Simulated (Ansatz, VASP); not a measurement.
**WS2 in VASP and in Ansatz**

```
W S
1.0
     3.12246    0.00000    0.00000
    -1.56123    2.70413    0.00000
     0.00000    0.00000   11.94019
W S
2 4
Direct
  0.33333 0.66667 0.25000
  0.66667 0.33333 0.75000
  0.33333 0.66667 0.61842
  0.66667 0.33333 0.11842
  0.33333 0.66667 0.88158
  0.66667 0.33333 0.38158
```

Alike in both runs: functional PBEsol; k mesh 12 × 12 × 2; occupations gaussian, width 0.02 eV; no spin polarisation.

Ansatz relaxed the structure, and its values are those at the end. VASP's run is a single point on that final structure, the one shown.

|  | VASP | Ansatz |
| --- | --- | --- |
| version | VASP 6.6.1 | Ansatz 0.2.0 |
| potentials or method | VASP PAW PBE potentials, release 64 (W_sv, S) | scalar-relativistic, plane waves, PAW |
| plane-wave cutoff (eV) | 520 | 420 |
| valence electrons in the cell | 52 | 52 |

```csv
,VASP,Ansatz,Ansatz less VASP
gap on the k mesh at the Fermi level (eV),0.77,0.75,-0.020
least direct gap on the mesh (eV),1.91,1.91,-0.004
pressure (GPa),3.1,3.0,-0.14
rms of the force components (eV/Å),0.010,0.001,-0.0095
```

Caveats: the PAW data sets were made with another functional, which shifts forces and pressure a little (VASP); spin-orbit coupling is left out, which moves the levels of the heavy elements. A k mesh can miss the band edges. Expect the measured gap to be larger: semilocal functionals such as PBEsol lack the derivative discontinuity.
